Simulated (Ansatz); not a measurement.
# SiS2 from a semilocal functional to hybrids

```cif
data_structure
_symmetry_space_group_name_H-M 'P 1'
_symmetry_Int_Tables_number 1
_cell_length_a 6.2584
_cell_length_b 6.2584
_cell_length_c 6.2584
_cell_angle_alpha 127.501
_cell_angle_beta 77.493
_cell_angle_gamma 127.430
_cell_volume 149.78
loop_
_atom_site_label
_atom_site_type_symbol
_atom_site_fract_x
_atom_site_fract_y
_atom_site_fract_z
_atom_site_occupancy
Si1 Si 0.75000 0.75000 0.00000 1
Si2 Si 0.25000 0.25000 0.00000 1
S1 S 0.88268 0.78935 0.67203 1
S2 S 0.11732 0.21065 0.32797 1
S3 S 0.38268 0.71065 0.09334 1
S4 S 0.61732 0.28935 0.90666 1
```

All runs: Ansatz, plane waves and PAW, scalar-relativistic (no spin–orbit coupling), 4×4×4 k-mesh, Gaussian smearing of 0.05 eV, no spin polarisation. Semilocal reference PBE: gap 2.77 eV, pressure 1.3 GPa. The hybrids carry no U.

Problem. What gap and pressure does PBE0-type hybrid with an exact-exchange fraction taken as 1/ε∞ give at this geometry?

Solution. Gap 4.63 eV, pressure -0.5 GPa.

Problem. And the other functionals?

Solution. 
| functional | gap | pressure (GPa) | cutoff (eV) | core-seconds |
| --- | --- | --- | --- | --- |
| HSE06-type hybrid with an exact-exchange fraction of 0.15 and a screening parameter of 0.5 Å⁻¹ | 3.10 eV | 0.6 | 420 | 140 |
| HSE06-type hybrid with a screening parameter of 0.15 Å⁻¹ | 4.09 eV | -0.5 | 420 | 120 |
| HSE06-type hybrid with an exact-exchange fraction of 0.35 | 4.37 eV | -1.1 | 420 | 140 |
| PBE0-type hybrid with an exact-exchange fraction taken as 1/ε∞ | 4.63 eV | -0.5 | 420 | 250 |
| PBE0 | 4.65 eV | -0.5 | 420 | 140 |

In the PBE0 form the gap grows almost linearly with the exact-exchange fraction, by 0.75 eV for each tenth. The dielectric-dependent PBE0 form takes the fraction 0.248 = 1/ε∞, that is ε∞ = 4.0. On shared hosts the hybrid runs at the reference's cutoff took roughly 23 to 47 times the core time of the semilocal one on the same mesh, with some more bands.

Caveats: core times come from shared hosts and scatter; gaps are read on a coarse mesh; stress loosely converged.

The gap widens from 2.77 eV in PBE to 4.65 eV in PBE0 because exact exchange lowers the occupied states, mainly sulfur 3p lone pairs, relative to the empty Si–S antibonding states. The fraction alone does not set the order: the screened hybrid with 0.35 gives 4.37 eV, below both PBE0 forms despite their smaller fractions. The long-range part of the exchange therefore matters in this weakly screening solid. The near-coincidence of the dielectric-dependent form with PBE0 follows from their almost equal fractions and is not independent confirmation of the gap.

The pressure behaves differently, hardly responding to the exchange range but falling as the fraction rises. This suggests that it is governed mostly by short-range exchange in the Si–S bonds. A small total pressure does not, however, validate the geometry, since in a crystal of covalent chains held together by weak forces, stresses along and between the chains can cancel.
